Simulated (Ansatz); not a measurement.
Here is an Ansatz 0.2.0 calculation.

Contents of input.yaml:

```yaml
crystal:
  lattice:
    - [0.0, 2.1315, 2.1315]
    - [2.1315, 0.0, 2.1315]
    - [2.1315, 2.1315, 0.0]
  atoms:
    - { symbol: Co, position: [0.0, 0.0, 0.0], spin: 2.0 }
    - { symbol: O, position: [0.5, 0.5, 0.5] }
kpoints:
  mp_grid: { grid: [8, 8, 8] }
scf:
  occupations: { method: fermi_dirac, width: 0.05 }
hamiltonian:
  xc: pbesol
  pseudopotentials: { kind: all_electron, lapw: { basis_error: 0.001 } }
magnetization:
  spin_polarized: true
output: {}
phonons:
  method: fd
  supercell: [1, 1, 1]
```

Potentials or basis: all-electron LAPW, scalar-relativistic.

Launch:

```bash
$ ansatz run input.yaml --threads 2 --pin off --max-ram 6144MiB --backend cpu --events-out ev --progress --plain --runs-dir out
```

(1) Predict the highest phonon frequency at Γ.

(2) What does it give for the net moment?

Results:

(1) 46 cm⁻¹.

(2) 2.93 μB per cell.

Caveat: a metal's response needs a denser mesh; a cell with one magnetic atom can't hold antiferromagnetic order, which such compounds often take.
